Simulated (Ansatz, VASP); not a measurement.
**As: VASP beside Ansatz**

File INCAR:

```
SYSTEM = As
ALGO = Normal
EDIFF = 1E-6
ENCUT = 520
GGA = PS
ISIF = 2
ISMEAR = -1
LASPH = .True.
LCHARG = .False.
LREAL = .False.
LWAVE = .False.
NBANDS = 8
NELM = 80
PREC = Accurate
SIGMA = 0.1
```

Contents of KPOINTS:

```
k-points
0
Gamma
  15 15 15
  0 0 0
```

POSCAR

```
As
1.0
   -1.5859547912      1.5859547912      1.5859547912
    1.5859547912     -1.5859547912      1.5859547912
    1.5859547912      1.5859547912     -1.5859547912
As
1
Direct
    0.0000000000      0.0000000000      0.0000000000
```

Input for Ansatz:

```yaml
crystal:
  lattice:
    - [-1.5859547912, 1.5859547912, 1.5859547912]
    - [1.5859547912, -1.5859547912, 1.5859547912]
    - [1.5859547912, 1.5859547912, -1.5859547912]
  atoms:
    - { symbol: As, position: [0.0, 0.0, 0.0] }
hamiltonian:
  xc: pbesol
  pseudopotentials:
    kind: paw
    azcp:
      As: "pseudopotentials/As.paw.azcp"
basis:
  ecutwfc: 420
  fft_grid_basis: typed
kpoints:
  mp_grid: { grid: [15, 15, 15], shift: [0, 0, 0] }
magnetization:
  spin_polarized: false
scf:
  occupations: { method: fermi_dirac, width: 0.1 }
  lower_state_search: "off"
output:
  stress: true
```

Alike in both runs: task single point; functional PBEsol; k mesh 15 × 15 × 15; occupations fermi-dirac, width 0.1 eV; no spin polarisation.

|  | VASP | Ansatz |
| --- | --- | --- |
| version | VASP 6.6.1 | Ansatz 0.2.0 |
| potentials or method | VASP PAW PBE potentials, release 64 (As) | plane waves (420 eV) with PAW, scalar-relativistic |
| plane-wave cutoff (eV) | 520 | 420 |
| valence electrons in the cell | 5 | 15 |

|  | VASP | Ansatz | Ansatz less VASP |
| --- | --- | --- | --- |
| pressure (GPa) | 16.5 | 15.9 | -0.56 |

With one functional, cell and mesh, what is left measures potentials, basis and numerics. The two sets of potentials don't hold the same shells in valence. Ansatz warned: «pseudo_functional_mismatch».

Caveats: so large a pressure means that the cell lies far from this level's equilibrium, or that cutoff or potentials fall short (VASP); the potentials were made for another functional, which shifts forces and pressure (VASP).
